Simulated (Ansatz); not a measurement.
# InSb: comparing deformations

These are results of DFT PBEsol, scalar-relativistic, plane waves, PAW in Ansatz, not measurements. Cutoff 420 eV, Γ-centred 16×16×16 k-points, Gaussian smearing of 0.15 eV. No spin polarisation. Energies are free energies at this smearing, counted from the undisturbed cell; pressure is positive in compression.

Zero of the scan (relaxed at this level):

```xyz
2
Lattice="0.0000 3.2599 3.2599 3.2599 0.0000 3.2599 3.2599 3.2599 0.0000" Properties=species:S:1:pos:R:3 pbc="T T T"
In    0.0000    0.0000    0.0000
Sb    4.8899    4.8899    4.8899
```

The cell is strained by ε times a Voigt pattern (xx, yy, zz, yz, xz, xy; engineering shear) with fractional coordinates fixed. τ = (1/V0) dE/dε comes from the stress tensor. Of each scan, only the three points used here are listed.

| pattern | ε | τ (GPa) |
| --- | --- | --- |
| (1, 0, 0, 0, 0, 0) | -0.0300 | -1.89 |
| (1, 0, 0, 0, 0, 0) | 0.0000 | 0.02 |
| (1, 0, 0, 0, 0, 0) | 0.0150 | 0.92 |
| (1, 1, 0, 0, 0, 0) | -0.0100 | -1.93 |
| (1, 1, 0, 0, 0, 0) | 0.0000 | 0.04 |
| (1, 1, 0, 0, 0, 0) | 0.0050 | 0.97 |

Question: Which constants do the scans give, and which deformation costs least for the same size of strain tensor?

Answer: The slope dτ/dε at zero (parabola through three points) is pᵀCp: (1, 0, 0, 0, 0, 0) gives C11 = 61 GPa; (1, 1, 0, 0, 0, 0) gives 2(C11 + C12) = 189 GPa. The size of the strain tensor, ε:ε, is ε² times 1.0, 2.0. Per unit of it the stiffnesses are 61, 95 GPa, so (1, 0, 0, 0, 0, 0) is the softest of these: at ε:ε = (1 %)² the quadratic term costs 0.66 meV/atom against 1.02 for the stiffest.

Question: What else follows for this cubic crystal?

Answer: From the unrounded slopes C11 = 61.2 and C12 = 33.5 GPa, so B = (C11 + 2 C12)/3 = 43 GPa and the Poisson ratio for a pull along a cube edge is C12/(C11 + C12) = 0.35.

In a metal these slopes depend on the k mesh and the smearing.